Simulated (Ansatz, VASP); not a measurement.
## Y: VASP beside Ansatz

```xyz
1
Lattice="0.0000 2.5940 2.5940 2.5940 0.0000 2.5940 2.5940 2.5940 0.0000" Properties=species:S:1:pos:R:3 pbc="T T T"
Y     0.0000    0.0000    0.0000
```

Alike in both runs: task single point; functional revPBE; k mesh 12 × 12 × 12; occupations fermi-dirac, width 0.1 eV; no spin polarisation.

|  | VASP | Ansatz |
| --- | --- | --- |
| version | VASP 6.6.1 | Ansatz 0.2.0 |
| potentials or method | VASP PAW PBE potentials, release 64 (Y_sv) | plane waves (420 eV) with PAW, scalar-relativistic |
| plane-wave cutoff (eV) | 520 | 420 |
| valence electrons in the cell | 11 | 11 |

```csv
,VASP,Ansatz,Ansatz less VASP
pressure (GPa),-1.5,-1.3,+0.13
```

Caveats: the PAW data sets were made with another functional, which shifts forces and pressure a little (VASP).
